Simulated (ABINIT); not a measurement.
Runs of ABINIT 10.8.3 (patched build) on ZnS. Symmetry: F-43m, No. 216, cubic system. The conventional cell has a = 5.404 Å, b = 5.404 Å, c = 5.404 Å, α = 90.00°, β = 90.00°, γ = 90.00°. Zn (site symmetry -43m) has 4 S at 2.34 Å as nearest neighbours. S (site symmetry -43m) is surrounded by 4 Zn at 2.34 Å. 

```csv
share of exact exchange,gap on the mesh (eV),pressure (GPa)
0.5,4.49,-1.1
0.35,3.73,0.0
0.05,2.25,(a)
0.25,3.23,0.8
0.15,2.73,(b)
```

Alike in all rows: task single point; level HSE06; potentials or basis SPMS NC PBE v1.0; no spin polarisation; cell as given; k mesh 3 × 3 × 3; cutoff (eV) 816; smearing fermi-dirac 0.05 eV; the mesh is coarse, so values aren't converged.

Problem. Estimate the missing entries.

Solution. (a) 2.4; (b) 1.6.

Caveats: all runs use coarse meshes; exact exchange is summed on a coarse mesh, which widens gaps by tenths of an eV; Libxc's HSE differs a little from that of other programs; the potentials were made for another functional, which shifts forces and pressure.

